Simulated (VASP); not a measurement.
Crystal: Si.

```xyz
2
Lattice="0.0000 2.7219 2.7219 2.7219 0.0000 2.7219 2.7219 2.7219 0.0000" Properties=species:S:1:pos:R:3 pbc="T T T"
Si    2.7219    2.7219    2.7219
Si    4.0828    4.0828    4.0828
```

Base run:

| Quantity | Value |
| --- | --- |
| Program | VASP 6.6.1 |
| Functional | BLYP |
| Potentials or basis | VASP PAW PBE potentials, release 64 (Si) |
| Cutoff | 520 eV |
| k mesh | 8 × 8 × 8 |
| Occupations | fermi-dirac, width 0.05 eV |
| Spin | no spin polarisation |

Its results: band gap on the k mesh 0.85 eV, indirect (least direct gap 2.70 eV); pressure 4.4 GPa.

Q: The run is repeated on the same cell with these changes: functional from BLYP to PBE. What comes out?

A: Band gap on the k mesh 0.63 eV, indirect (least direct gap 2.56 eV); pressure 1.3 GPa.

PBE binds more tightly than BLYP, so the same cell stands under less pressure.

Caveats: the PAW data sets were made with another functional, which shifts forces and pressure a little (some runs).

A k mesh can miss the band edges.
